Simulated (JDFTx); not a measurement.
Input of a JDFTx 1.7.0 (patched build) run:

The input wannier.in:

```
lattice \
   -3.2386888639     3.1996910205     3.1865008834 \
    3.1441276490    -3.1790902657     3.1269022851 \
    3.0348075596     3.0307723329    -3.0697701952
coords-type Cartesian
ion Ta     0.0000000000     0.0000000000     0.0000000000 1

ion-species pseudo/Ta.upf
elec-cutoff 29
elec-ex-corr gga-PBEsol
van-der-waals D3BJ
kpoint-folding 6 6 6
elec-smearing Fermi 0.0018374661
elec-n-bands 23
forces-output-coords Cartesian

wannier-initial-state run.$VAR
wannier-dump-name wannier.$VAR
wannier localizationMeasure FiniteDifference addAtomicOrbitals yes ignorePtillGroup 12 projectionThresholds 0.1 0.9 saveWfnsRealSpace no
wannier-minimize nIterations 1000 energyDiffThreshold 1e-6
```

Potentials or basis: PseudoDojo-SR-PBEsol-0.4.1-standard with smoothed tails.

Command:

```sh
$ wannier -c 1 -i wannier.in -o wannier.out
```

(1) What does it give for the total Wannier spread?

Results:

(1) 11.63 Å² over 6 functions.

Caveat: the k mesh is coarse (spacing up to 0.46 Å⁻¹), so the values aren't converged; from symmetric atomic orbitals the minimisation can stall on a saddle, with spreads up to half too large.
